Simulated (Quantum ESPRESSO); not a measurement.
Set up this calculation in Quantum ESPRESSO 7.5, as the native input.

```
Task                : projected density of states
Functional          : PBEsol
Potentials or basis : GBRV 1.5 PBEsol
Cutoff              : 762 eV
Density cutoff      : 6095 eV
k mesh              : 10 × 10 × 10
Occupations         : fermi-dirac, width 0.05 eV
Spin                : no spin polarisation
Hubbard terms       : W d U = 2 eV
Hubbard projectors  : ortho-atomic
Mixing beta         : 0.3
Most SCF iterations : 120
SCF threshold       : 4e-10 Ry
Dos occupations     : tetrahedra_opt
```

Crystal: WC.

```xyz
2
Lattice="0.0000 2.1927 2.1927 2.1927 0.0000 2.1927 2.1927 2.1927 0.0000" Properties=species:S:1:pos:R:3 pbc="T T T"
W     0.0000    0.0000    0.0000
C     2.1927    2.1927    2.1927
```

Measurements of this composition are mostly on another form, of space group No. 187.

These files were run (other wordings do the same):

pw.in

```
&CONTROL
  calculation = 'scf'
  prefix = 'pwscf'
  outdir = './tmp'
  pseudo_dir = './pseudo'
  tprnfor = .true.
  tstress = .true.
  disk_io = 'low'
/
&SYSTEM
  ibrav = 0
  nat = 2
  ntyp = 2
  ecutwfc = 56
  ecutrho = 448
  nbnd = 18
  occupations = 'smearing'
  smearing = 'fd'
  degauss = 0.00367493
/
&ELECTRONS
  conv_thr = 4d-10
  electron_maxstep = 120
  mixing_beta = 0.3
/
ATOMIC_SPECIES
W    183.8400 w_pbesol_v1.2.uspp.F.UPF
C     12.0110 c_pbesol_v1.2.uspp.F.UPF
CELL_PARAMETERS angstrom
   0.0000000000    2.1926840000    2.1926840000
   2.1926840000    0.0000000000    2.1926840000
   2.1926840000    2.1926840000    0.0000000000
ATOMIC_POSITIONS angstrom
W      0.0000000000    0.0000000000    0.0000000000
C      2.1926840000    2.1926840000    2.1926840000
K_POINTS automatic
10 10 10 0 0 0
HUBBARD {ortho-atomic}
U W-5d 2.0
```

nscf.in

```
&CONTROL
  calculation = 'nscf'
  prefix = 'pwscf'
  outdir = './tmp'
  pseudo_dir = './pseudo'
  disk_io = 'low'
/
&SYSTEM
  ibrav = 0
  nat = 2
  ntyp = 2
  ecutwfc = 56
  ecutrho = 448
  nbnd = 18
  occupations = 'tetrahedra_opt'
/
&ELECTRONS
  conv_thr = 1d-08
  electron_maxstep = 120
  mixing_beta = 0.3
  startingwfc = 'random'
/
ATOMIC_SPECIES
W    183.8400 w_pbesol_v1.2.uspp.F.UPF
C     12.0110 c_pbesol_v1.2.uspp.F.UPF
CELL_PARAMETERS angstrom
   0.0000000000    2.1926840000    2.1926840000
   2.1926840000    0.0000000000    2.1926840000
   2.1926840000    2.1926840000    0.0000000000
ATOMIC_POSITIONS angstrom
W      0.0000000000    0.0000000000    0.0000000000
C      2.1926840000    2.1926840000    2.1926840000
K_POINTS automatic
15 15 15 0 0 0
HUBBARD {ortho-atomic}
U W-5d 2.0
```

projwfc.in

```
&PROJWFC
  prefix = 'pwscf'
  outdir = './tmp'
  filpdos = 'p'
  Emin = 7
  Emax = 32
  DeltaE = 0.05
/
```

Potentials or basis: GBRV 1.5 PBEsol.

The run is started by

```bash
$ OMP_NUM_THREADS=1 mpirun -n 2 pw.x -nk 2 -in pw.in > pw.out
$ OMP_NUM_THREADS=1 mpirun -n 2 pw.x -nk 2 -in nscf.in > nscf.out
$ OMP_NUM_THREADS=1 mpirun -n 1 projwfc.x -in projwfc.in > projwfc.out
```

Results of the run:

The pressure is -9.1 GPa. The band gap on the k mesh is none (metal or under the smearing width). The loewdin charges are W +0.25; C -0.22 e.

Caveat: U without spin polarisation on a metal has little footing; the U is typed as a test and isn't derived for this compound.

It took 34 s on 2 MPI ranks on Arm Neoverse V1 (shared host), peak memory 0.28 GiB a rank.
